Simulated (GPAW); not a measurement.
Cu:

```
Cu
1.0
    -1.44279    1.44279    1.37608
     1.44279   -1.44279    1.37608
     1.44279    1.44279   -1.37608
Cu
1
Cartesian
  0.0000 0.0000 0.0000
```

This isn't the form of Cu at room conditions, which is fcc.

Base run:

* Program: GPAW 26.7.0
* Functional: LDA
* Potentials or basis: the program's PAW data sets (release 1.2.1) made for this functional
* Cutoff: 500 eV
* Basis: pw
* k mesh: 11 × 11 × 11
* Occupations: fermi-dirac, width 0.05 eV
* Spin: no spin polarisation

Its results: pressure -7.6 GPa.

**Question.** The run is repeated on the same cell with these changes: cutoff from 500 eV to 600 eV; k mesh from 11 × 11 × 11 to 13 × 13 × 13. What comes out?

**Answer.** Pressure -6.5 GPa.

Caveats: with this Cu data set, volumes or pressures lay over 1.5 % or 2 GPa off other programs in two to four cells of ten; the cutoff is short for stress and forces, so pressures can be off by a GPa or more (some runs).

Not every run made on this cell is shown here.
